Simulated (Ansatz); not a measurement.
**CuO under changes of volume**

One of the cells (9.482 Å³/atom); the others are scaled copies at fixed shape and fractional positions:

```
Cu O
1.0
     0.00000   -2.11656   -2.11656
    -2.11656    0.00000   -2.11656
     2.11656    2.11656   -4.23312
Cu O
2 2
Direct
  0.50389 0.47699 0.48801
  0.00389 0.97699 0.98801
  0.74611 0.77301 0.76199
  0.24611 0.27301 0.26199
```

The cell comes from a database or a generator and needn't be the stable form of this composition.

- Program: Ansatz 0.2.0
- Functional: BLYP
- Potentials or basis: Ansatz PAW
- Cutoff: 420 eV (not typed: the program's choice for these potentials)
- k mesh: 10 × 10 × 6
- Occupations: fermi-dirac, width 0.05 eV
- Spin: no spin polarisation

```csv
volume (Å³/atom),energy over the lowest point (meV/atom),pressure (GPa),largest force (eV/Å)
8.913,99.05,28.3,1.607
9.103,68.98,22.7,1.477
9.292,45.11,17.8,1.356
9.482,?,?,?
9.671,13.49,9.3,1.137
9.861,4.72,5.7,1.039
10.051,0.00,2.5,0.946
```

Problem. What does the run at 9.482 Å³/atom give?

Solution. Energy over the lowest point 26.82 meV/atom; pressure 13.3 GPa; largest force 1.243 eV/Å.

Worked out: A Birch-Murnaghan fit of order 3 (a polynomial in V^(-2/3)) to the other rows has its minimum at 10.20 Å³/atom, just outside them, with B0 = V·E''(V) = 156 GPa and B' = 4.4 at fixed shape and positions, which overstates the stiffness. It gives 26.77 meV/atom at 9.482 Å³/atom, against the run's 26.82, and -dE/dV = 13.3 GPa, against 13.3.

Energies are extrapolated to zero smearing.

Caveats: the run has no spin polarisation, though such a crystal can be magnetic; the PAW data sets come from PBE, with cores solved anew for the run's functional, which leaves a small shift of forces and pressure; forces of over 1 eV/Å show positions far from the minimum, so gaps and moduli don't describe the material at rest (some runs).
